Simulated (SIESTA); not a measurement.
## Sn in SIESTA: convergence with real-space mesh cutoff

The system is Sn.

```
CELL_PARAMETERS angstrom
-2.94014 2.94014 1.59930
2.94014 -2.94014 1.59930
2.94014 2.94014 -1.59930
ATOMIC_POSITIONS crystal
Sn 0.00707 0.99527 0.98770
Sn 0.74919 0.24451 0.49911
```

The cell isn't the ideal one: atoms moved at random, drawn with an rms of 0.05 Å.

```yaml
Program: SIESTA 5.4.2
Task: single point
Functional: PBE
Potentials_or_basis: PseudoDojo 0.4 standard (PBE files)
Basis: DZP (energy shift 0.003 Ry; two zetas on semicore shells)
Grid_cutoff: 100 Ry
Energy_shift: 0.003 Ry
k_mesh: 7 × 7 × 7
Occupations: fermi-dirac, width 0.05 eV
Spin: no spin polarisation
```

These are the settings of the first run; the series varies real-space mesh cutoff, with any setting tied to it.

Hardware: 1 thread of Intel(R) Xeon(R) 6975P-C (Granite Rapids), with other jobs on the host.

The values tried are 100 Ry, 150 Ry, 200 Ry, 300 Ry, 400 Ry, 500 Ry, 700 Ry, 900 Ry, 1200 Ry, loosest first. From which on does the energy stay within 1 meV/atom of the tightest run that finished?

From 500 Ry on.

```
real-space mesh cutoff  energy less the tightest run, at zero smearing (meV/atom)  pressure (GPa)  SCF cycles  CPU time (s)  peak memory (GiB)
                100 Ry                                                     -33.05            2.49           9            15                0.2
                150 Ry                                                     -23.78            2.39           9            20                0.2
                200 Ry                                                     -11.52            2.27           9            19               0.23
                300 Ry                                                      -2.26            2.17           9            34               0.31
                400 Ry                                                      -1.08            2.16           9            59               0.39
                500 Ry                                                      -0.56            2.15           9            65               0.48
                700 Ry                                                      -0.15            2.15           9           110               0.71
                900 Ry                                                      -0.06            2.15           9           160               0.83
               1200 Ry                                                       0.00            2.15           9           230                1.1
```

Against the tightest run, the pressure stays within 0.1 GPa from 300 Ry on. Values are those asked for, which the program may round to a finer grid. The tightest run that finished is the yardstick and may itself not be fully converged.

Caveat, for the tightest run too: the basis of atomic orbitals isn't converged, which shifts pressures, moduli and gaps.
